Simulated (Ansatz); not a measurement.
`[NH2][AlH][Cl]` + `F[C](F)F`• → `[NH2][Al][Cl]`• + `FC(F)F` at 600 K and 1 bar (hydrogen abstraction from the Al–H bond).

Gas-phase electronic energies from Ansatz, PBE0-D4/def2-TZVP geometries. CCSD(T)/CBS adds triple-zeta CCSD(T) − MP2 to the extrapolated MP2 energy (def2 sets, frozen cores). This one scheme is used for every species. No spin–orbit coupling; open shells (•) take unrestricted orbitals. One conformer a species, not always the lowest.

| species | CCSD(T)/CBS energy (Eh) | H − E (kJ/mol) | S (J/(mol·K)) |
| --- | --- | --- | --- |
| `[NH2][AlH][Cl]` | -758.40905 | 131.1 | 353.8 |
| `F[C](F)F`• | -337.34656 | 61.8 | 305.1 |
| `[NH2][Al][Cl]`• | -757.76502 | 106.9 | 347.8 |
| `FC(F)F` | -338.02896 | 97.7 | 303.2 |

H − E and S are ideal-gas, rigid-rotor, harmonic terms from PBE0-D4/def2-TZVP, for one conformer and one mirror image of each species, with the whole ground term of open shells counted as degenerate. 1 Eh = 2625.50 kJ/mol, R = 8.31446 J/(mol·K).

**Question.** By hand: ΔE, ΔH, ΔS and ΔG.

**Answer.** ΔE = (-757.76502) + (-338.02896) − (-758.40905) − (-337.34656) = -0.03837 Eh = -100.7 kJ/mol. Δ(H − E) = 106.9 + 97.7 − 131.1 − 61.8 = 11.7, so ΔH = -89.0 kJ/mol. ΔS = 347.8 + 303.2 − 353.8 − 305.1 = -7.9 J/(mol·K). ΔG = -89.0 − 600 × (-7.9)/1000 = -84.3 kJ/mol.

**Question.** By hand: the equilibrium constant, and the temperature at which ΔG would vanish if ΔH and ΔS stayed fixed.

**Answer.** log₁₀ K = −ΔG/(RT ln 10) = 7.3. ΔG = 0 at ΔH/ΔS = 11266 K, far beyond where these terms or the molecules hold.

The number of gas molecules stays the same, so ΔS is small and ΔH decides. A doubt of 5 kJ/mol in ΔE shifts log₁₀ K by 0.4 here. Other conformers and mirror images would add mixing entropy, several J/(mol·K) or more a flexible species. These are equilibria of isolated gas molecules and say nothing of rates. Largest T1 diagnostic: 0.014 (customary marks: 0.02 for closed shells, 0.045 for open ones).
